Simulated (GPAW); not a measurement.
## CuO in GPAW: the effect of strain hydrostatic

CuO:

```xyz
4
Lattice="1.8715 -2.0243 0.0000 1.8715 2.0243 0.0000 0.0000 0.0000 4.8466" Properties=species:S:1:pos:R:3 pbc="T T T"
Cu    0.9358   -1.0122    0.0000
Cu    0.9358    1.0122    2.4233
O     1.8715    0.0000    1.2116
O     1.8715    0.0000    3.6349
```

Measurements of this composition are mostly on another form, of space group No. 15.

Alike in all runs:

- Program: GPAW 26.7.0
- Task: single point
- Functional: PBE
- Potentials or basis: GPAW PAW data sets (gpaw-data 1.2.1)
- Cutoff: 800 eV
- Basis: pw
- k mesh: 9 × 9 × 5
- Occupations: fermi-dirac, width 0.05 eV
- Spin: no spin polarisation
- Maxiter: 150

```csv
strain hydrostatic,pressure (GPa)
-0.06,51.5
-0.04,30.9
-0.02,15.2
-0.01,8.9
0,3.4
0.01,-1.3
0.02,-5.3
0.04,?
0.06,-16.3
```

Question: What does the run with strain hydrostatic 0.04 give?

Answer: Pressure -11.7 GPa.

Worked out: A parabola through the other rows of the pressure, of slope -240 GPa per unit of strain hydrostatic there, gives -12.6 GPa, against the run's -11.7.

Caveats: with this Cu data set, volumes or pressures lay over 1.5 % or 2 GPa off other programs in two to four cells of ten; the density grid can change from cell to cell, which puts small steps into energies and stress; the run has no spin polarisation, though such a crystal can be magnetic.
